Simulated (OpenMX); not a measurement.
Crystal: MgO.

```
Mg O
1.0
     0.00000    2.09700    2.09700
     2.09700    0.00000    2.09700
     2.09700    2.09700    0.00000
Mg O
1 1
Direct
  0.00000 0.00000 0.00000
  0.50000 0.50000 0.50000
```

The cell is a database's computed one.

Program: OpenMX 3.8.5. Alike in all runs: task band structure; no spin polarisation; cell as given; k mesh 11 × 11 × 11; smearing fermi-dirac 0.05 eV.

Task: Order these runs on this cell by their pressure, lowest first.
A. level PBE; potentials or basis OpenMX 2013 PBE set, Mg7.0-s3p2d1, O6.0-s2p2d1, grid cutoff 500 Ry
B. level PBE; potentials or basis OpenMX 2013 PBE set, Mg7.0-s3p2, O6.0-s2p2, grid cutoff 500 Ry
C. level PBE; potentials or basis OpenMX 2013 PBE set, Mg7.0-s3p2d2, O6.0-s3p2d2, grid cutoff 500 Ry
D. level LDA; potentials or basis OpenMX 2013 LDA set, Mg7.0-s3p2d1, O6.0-s2p2d1, grid cutoff 500 Ry

Result: D (-1.0 GPa), C (7.8 GPa), A (9.6 GPa), B (13.1 GPa).

Caveats: the basis of atomic orbitals isn't converged, which shifts pressures, moduli and gaps.
